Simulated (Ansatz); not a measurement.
System: PbSe (rock salt type), 2 atoms in the cell.

```yaml
crystal:
  lattice:
    - [0.00000, 3.10500, 3.10500]
    - [3.10500, 0.00000, 3.10500]
    - [3.10500, 3.10500, 0.00000]
  atoms:
    - { symbol: Pb, position: [0.00000, 0.00000, 0.00000] }
    - { symbol: Se, position: [0.50000, 0.50000, 0.50000] }
```
Lattice in Å, positions in fractions of it.

Theory: HSE06, plane waves, PAW datasets (generated hard set) (Ansatz 0.2.0 development build).

Cutoff 700 eV; exchange singularity: regularized; k-mesh 6×6×6 Γ-centred; Fermi–Dirac smearing of 0.02 eV; no spin polarisation; no spin–orbit coupling.

Q: How large is the gap on this mesh, is it direct, and where do the band edges lie (fractions of the reciprocal vectors of this cell)?

A: 0.85 eV, direct at (0.000, 0.000, -0.500).

Q: List the levels near the gap at (0.000, 0.000, 0.000), (0.000, 0.000, 0.333), (0.000, 0.000, -0.500), (0.000, 0.167, 0.333), (0.000, 0.167, -0.333), in eV from the top of the valence band (v1 is the highest filled band, c1 the lowest empty one).

A: 
| k | v4 | v3 | v2 | v1 | c1 | c2 | c3 |
| --- | --- | --- | --- | --- | --- | --- | --- |
| (0.000, 0.000, 0.000) | -6.69 | -1.95 | -1.95 | -1.95 | 5.41 | 5.41 | 5.41 |
| (0.000, 0.000, 0.333) | -8.67 | -1.69 | -1.69 | -0.62 | 1.85 | 2.88 | 2.88 |
| (0.000, 0.000, -0.500) | -9.33 | -1.56 | -1.56 | 0.00 | 0.85 | 2.29 | 2.29 |
| (0.000, 0.167, 0.333) | -8.23 | -2.48 | -2.43 | -1.36 | 2.54 | 4.29 | 4.53 |
| (0.000, 0.167, -0.333) | -8.90 | -3.19 | -1.66 | -0.64 | 1.69 | 2.63 | 4.60 |

A gap read on the mesh is an upper bound of this method's gap, since the mesh can miss a band edge. Spin–orbit coupling is left out; with heavy elements it can shift the gap and split levels by tenths of an eV. Potentials made with PBE were used with another functional.
